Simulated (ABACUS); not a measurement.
The system is CsSnI3.

```xyz
5
Lattice="6.2057 0.0000 0.0000 0.0000 6.2057 0.0000 0.0000 0.0000 6.2057" Properties=species:S:1:pos:R:3 pbc="T T T"
Cs    0.0000    0.0000    0.0000
I     3.1029    3.1029    0.0000
I     3.1029    0.0000    3.1029
I     0.0000    3.1029    3.1029
Sn    3.1029    3.1029    3.1029
```

| Property | Result |
| --- | --- |
| Program | ABACUS 3.10.1 |
| Task | single point |
| Functional | PBEsol |
| Potentials or basis | PseudoDojo NC SR 0.4.1 PBEsol standard |
| Cutoff | 993 eV |
| Density cutoff | 3973 eV |
| Basis | plane waves |
| k mesh | 5 × 5 × 5 |
| Occupations | fermi-dirac, width 0.05 eV |
| Spin | no spin polarisation |

On this cell: pressure -0.7 GPa; largest force zero by symmetry; band gap on the k mesh 1.73 eV, direct.

The same run follows on a disturbed copy (atoms moved at random, drawn with an rms of 0.05 Å):

```
Cs I Sn
1.0
     6.20570    0.00000    0.00000
     0.00000    6.20570    0.00000
     0.00000    0.00000    6.20570
Cs I Sn
1 3 1
Direct
  0.99540 0.99366 0.99756
  0.50557 0.49643 0.00787
  0.49834 0.99677 0.49596
  0.01305 0.50280 0.49803
  0.49958 0.50147 0.49721
```

Question: What does the disturbed cell give?

Answer: The energy moves by +1.6 meV/atom; pressure -0.6 GPa; largest force 0.121 eV/Å; band gap on the k mesh 1.70 eV, direct.

Forces on the atoms (eV/Å):
```
Cs   0.001 -0.001  0.003
I    0.022  0.002 -0.100
I    0.035  0.031  0.028
I   -0.119 -0.009  0.024
Sn   0.062 -0.023  0.045
```

Caveats: spin-orbit coupling is left out, which moves the levels of the heavy elements; an odd mesh through Γ misses points on the zone boundary, where band edges often lie; the cell was measured hot, at 500 K.
